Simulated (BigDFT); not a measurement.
Here is a BigDFT 1.9.6 calculation.

input.yaml

```yaml
dft:
  hgrids: [0.416, 0.416, 0.42]
  rmult: [10.0, 8.0]
  ixc: -118130
  gnrm_cv: 3.e-05
  ncong: 2
  idsx: 6
  itermax: 80
  nrepmax: 2
  norbv: 5
  nvirt: 2
  itermax_virt: 30
  gnrm_cv_virt: 0.001
kpt:
  method: mpgrid
  ngkpt: [5, 5, 4]
ig_occupation:
  C: {2p: 2.0, 2s: 2.0}
  Si: {3p: 2.0, 3s: 2.0}
posinp:
  units: angstroem
  cell: [3.081571352, 3.081571352, 4.358]
  positions:
  - {Si: [1.540785676, 1.540785676, 2.179]}
  - {Si: [0.0, 0.0, 0.0]}
  - {C: [0.0, 1.540785676, 3.2685]}
  - {C: [1.540785676, 0.0, 1.0895]}
```

Potentials or basis: GTH-PBE (C q4, Si q4).

The run is started by

```console
$ OMP_NUM_THREADS=1 bigdft  # reads input.yaml, psppar.C, psppar.Si
```

(1) What does it give for the pressure?

(2) Predict the band gap on the k mesh.

Results:

(1) 0.6 GPa.

(2) 1.26 eV.

Caveat: Davidson's empty levels didn't converge: the lowest is mostly good, higher ones can be missed; the potentials were made for another functional, which shifts forces and pressure; the bands are folded into the zone of the rectangular supercell, so direct and indirect gaps can't be told apart; k mesh and grid of the rectangular supercell lack the crystal's full symmetry, which shows in the stress; the log prints the pressure with the opposite sign; an odd mesh through Γ misses points on the zone boundary, where band edges often lie.

The gap isn't set beside the measured one, since this odd mesh misses points on the zone boundary.
